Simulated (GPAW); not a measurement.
Runs of GPAW 26.7.0 on MnS. It takes space group F-43m (No. 216, cubic). The conventional cell has a = 4.947 Å, b = 4.947 Å, c = 4.947 Å, α = 90.00°, β = 90.00°, γ = 90.00°. Mn (site symmetry -43m) has 4 S at 2.14 Å as nearest neighbours. S (site symmetry -43m) has 4 Mn at 2.14 Å as nearest neighbours. The cell is a database's computed one.

```tsv
task	level	potentials or basis	spin	U	cell	smearing	optimizer	fmax	max steps	convergence	target pressure	gap on the mesh (eV)	pressure (GPa)	moment (μB)	relaxed volume (Å³/atom)
electron localisation function	r2SCAN+D3(BJ)+U	GPAW PAW data sets (gpaw-data 1.2.1), pw	collinear, zero start	Mn d U = 4 eV	as given	improved-tetrahedron-method	-	-	-	-	-	none	(d)	0.00	-
relaxation of cell and atoms	PBEsol+D3(BJ)	PAW data sets generated in the run's folder for this functional, pw	collinear, ferromagnetic start	-	relaxed	fermi-dirac 0.05 eV	FIRE	0.05 eV/Å	40	density=1e-05 forces=0.0001	-	none	0.2	0.15	14.42
single point	PBE	GPAW PAW data sets (gpaw-data 1.2.1), pw	collinear, ferromagnetic start	-	as given	gaussian 0.03 eV	-	-	-	-	-	none	3.7	0.09	-
single point	PBE	GPAW PAW data sets (gpaw-data 1.2.1), pw	collinear, ferromagnetic start	-	as given	gaussian 0.029 eV	-	-	-	-	-	none	3.8	(b)	-
relaxation of cell and atoms	PBEsol+D4	PAW data sets generated in the run's folder for this functional, pw	collinear, ferromagnetic start	-	relaxed	fermi-dirac 0.05 eV	FIRE	0.02 eV/Å	60	density=1e-05 forces=0.0001	-	none	0.2	0.17	(c)
relaxation of cell and atoms	PBE+D4	GPAW PAW data sets (gpaw-data 1.2.1), pw	collinear, ferromagnetic start	-	relaxed to 5 GPa	fermi-dirac 0.05 eV	FIRE	0.02 eV/Å	100	density=1e-05 forces=0.0001	5 GPa	none	5.1	(a)	-
single point	PBE	GPAW PAW data sets (gpaw-data 1.2.1), pw	collinear, ferromagnetic start	-	as given	gaussian 0.05 eV	-	-	-	-	-	none	3.8	0.23	-
single point	PBEsol+D4+U	PAW data sets generated in the run's folder for this functional, pw	collinear, ferromagnetic start	Mn d U = 4.5 eV	as given	fermi-dirac 0.1 eV	-	-	-	-	-	none	50.8	4.55	-
```

Alike in all rows: k mesh 9 × 9 × 9; cutoff (eV) 600.

Problem. Estimate the missing entries.

Solution. (a) 0.16; (b) 0.22; (c) 14.60; (d) 13.6.

Caveats: the moment fell far below its start of 4 μB, so a state of higher moment may lie lower in energy (some runs); semilocal functionals often make such compounds metallic where correlation or magnetic order opens a gap, which also shifts bond lengths (some runs); pairwise dispersion overbinds metals, which lowers pressure and volume (some runs); each step starts from the last one's moments, so a moment once lost doesn't come back (some runs); later steps reuse the first step's grids (some runs); the run has no moments, though such compounds are often magnetic (some runs); a magnetic state may lie lower (some runs).

A gap of «none» marks a metal or a gap under the smearing width.
